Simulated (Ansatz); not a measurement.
CuAu3 in Ansatz: the effect of functional

CuAu3:

```xyz
4
Lattice="4.0581 0.0000 0.0000 0.0000 4.0581 0.0000 0.0000 0.0000 4.0581" Properties=species:S:1:pos:R:3 pbc="T T T"
Au    2.0290    2.0290    0.0000
Au    2.0290    0.0000    2.0290
Au    0.0000    2.0290    2.0290
Cu    0.0000    0.0000    0.0000
```

The cell isn't the ideal one: volume scaled by 1.06.

Alike in all runs:

```yaml
Program: Ansatz 0.2.0
Task: single point
Potentials_or_basis: Ansatz PAW
k_mesh: 7 × 7 × 7
Occupations: fermi-dirac, width 0.05 eV
Spin: no spin polarisation
```

```csv
functional,cutoff,pressure (GPa)
LDA,420 eV (not typed: the program's choice for these potentials),?
PBEsol,420 eV (not typed: the program's choice for these potentials),-9.3
r2SCAN,500 eV (not typed: the program's choice for these potentials),-5.1
```

**Question.** What does the run with functional LDA give?

**Answer.** Pressure -13.7 GPa.

Caveats: the PAW data sets come from PBE, with cores solved anew for the run's functional, which leaves a small shift of forces and pressure.
